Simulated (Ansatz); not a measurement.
Set up this calculation in Ansatz 0.2.0, as an ASE script.

```yaml
Task: electron localisation function
Functional: r2SCAN
Dispersion: rVV10
Potentials_or_basis: PseudoDojo standard
Cutoff: 1143 eV
Density_cutoff: 4572 eV
k_mesh: 11 × 11 × 10
Occupations: cold, width 0.1 eV
Spin: collinear spin, antiferromagnetic start
Starting_moments: "[0.5, -0.5] μB"
Driver: chain
```

The structure of N lies in N.cif:

```cif
data_N
_cell_length_a 2.71402087
_cell_length_b 2.71402087
_cell_length_c 2.63487578
_cell_angle_alpha 90.00000000
_cell_angle_beta 90.00000000
_cell_angle_gamma 120.00000000
_space_group_name_H-M_alt 'P6_3/mmc'
_space_group_name_Hall '-P 6c 2c'
_space_group_IT_number 194
loop_
_space_group_symop_operation_xyz
'x,y,z'
'-x,-y,-z'
'x-y,x,z+1/2'
'-x+y,-x,-z+1/2'
'-y,x-y,z'
'y,-x+y,-z'
'-x,-y,z+1/2'
'x,y,-z+1/2'
'-x+y,-x,z'
'x-y,x,-z'
'y,-x+y,z+1/2'
'-y,x-y,-z+1/2'
'-y,-x,-z+1/2'
'y,x,z+1/2'
'-x,-x+y,-z'
'x,x-y,z'
'-x+y,y,-z+1/2'
'x-y,-y,z+1/2'
'y,x,-z'
'-y,-x,z'
'x,x-y,-z+1/2'
'-x,-x+y,z+1/2'
'x-y,-y,-z'
'-x+y,y,z'
loop_
_atom_site_label
_atom_site_type_symbol
_atom_site_symmetry_multiplicity
_atom_site_Wyckoff_symbol
_atom_site_fract_x
_atom_site_fract_y
_atom_site_fract_z
_atom_site_occupancy
N1 N 2 d 0.3333333333 0.6666666667 0.7500000000 1
```

The real solid is made of molecules; this cell is a model form.

The cell isn't the ideal one: volume scaled by 1.25.

These files were run (other wordings do the same):

run.py

```python
import json

import ase.io
import numpy as np

import ansatz as az

atoms = ase.io.read("N.cif")
atoms.info.pop("occupancy", None)
atoms.set_initial_magnetic_moments([0.5, -0.5])

calculation = (
    az.Crystal.from_ase(atoms)
    .calculation()
    .kpoints(11, 11, 10)
    .functional("r2scan", dispersion="rvv10")
    .pseudopotentials(kind="nc", accuracy="standard")
    .spin("collinear")
    .occupations(method="cold", width=0.1)
    .density()
    .potential()
    .output_files(volumetric_format="npy")
    .electron_localization_function()
    .forces()
    .stress()
    .band_table(publish=True)
)
outcome = calculation.run(threads=2, events_out="events.jsonl")

report = outcome.report
for line in open("events.jsonl"):
    event = json.loads(line)
    if event["event"] == "scf_iter":
        d = event["data"]
        print(f"SCF {d['iter']:3d}  HF = {d['harris_foulkes_ev']:.6f} eV  dr2 = {d['dr2_ev']:.2e} eV")
    elif event["event"] in ("relax_step", "md_step"):
        d = event["data"]
        print(f"{event['event']} {d['step']:3d}  E = {d['lagrangian_ev']:.6f} eV")
np.set_printoptions(precision=5, suppress=True, linewidth=110)
print("converged:", report["converged"], "after", report["n_iterations"], "iterations")
print(f"free energy {report['free_energy_ev']:.6f} eV, Fermi level {report['fermi_energy_ev']:.4f} eV")
for key in ("band_edges_ev", "magnetization_mub", "site_moments_mub", "site_moments_nc_mub", "forces_ev_ang",
                "stress_gpa"):
    if report.get(key) is not None:
        print(key, np.array(report[key]), sep="\n")
```

Potentials or basis: PseudoDojo standard.

Launch:

```bash
$ python run.py
```

Results of the run:

```yaml
Band_gap_on_the_k_mesh: none (metal or under the smearing width)
Net_moment: 0.00 μB per cell
Absolute_moment: 1.46 μB per cell
Site_moments: N +0.64, -0.64 μB
```

Caveat: the meta-GGA runs on potentials made for a GGA.

It took 50 s on 2 threads of Arm Neoverse V2, with other jobs on the host, peak memory 0.61 GiB.
